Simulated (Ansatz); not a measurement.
# What a change of settings does to a run on Mg

The structure comes from a relaxation in the same program, started in the fcc type. Whether it is a known phase or the ground state wasn't checked. The listed cell was then made from it by scaling, straining or moving an atom.

First run: DFT, PBE, PAW with Ansatz's default frozen-core files, scalar-relativistic (Ansatz 0.2.0).

Command: `ansatz run input.yaml --threads 1 --pin off --max-ram 2048MiB --backend cpu --events-out ev --progress --plain --runs-dir out` The run took about 1.4 s on 1 thread of a shared machine.

```yaml
crystal:
  lattice:
    - [0.0, 2.2460212076, 2.2460212076]
    - [2.2460212076, 0.0, 2.2460212076]
    - [2.2460212076, 2.2460212076, 0.0]
  atoms:
    - { symbol: Mg, position: [0.0, 0.0, 0.0] }
kpoints:
  mp_grid: { grid: [13, 13, 13] }
scf:
  occupations: { method: fermi_dirac, width: 0.08 }
hamiltonian:
  xc: pbe
  pseudopotentials: { kind: paw }
output:
  forces: true
  stress: true
  eigenvalues: true
  efg: { contact_densities: true }
  write_density: true
  write_potential: true
  elf: true
  volumetric_format: npy
```

Result: converged; pressure 0.77 GPa; no gap on the k mesh; 6 SCF iterations.

The input is then changed:

```diff
@@ -10,7 +10,8 @@
 scf:
   occupations: { method: fermi_dirac, width: 0.08 }
+  algorithm: density_mixing
 hamiltonian:
   xc: pbe
-  pseudopotentials: { kind: paw }
+  pseudopotentials: { kind: paw_fr }
 output:
   forces: true
@@ -18,7 +19,6 @@
   eigenvalues: true
   efg: { contact_densities: true }
-  write_density: true
-  write_potential: true
-  elf: true
-  volumetric_format: npy
+magnetization:
+  noncollinear: true
+  spin_orbit: true
```

(1) What does the second run give?

Answers

(1) It converged; pressure 0.76 GPa; no gap on the k mesh; 5 SCF iterations.
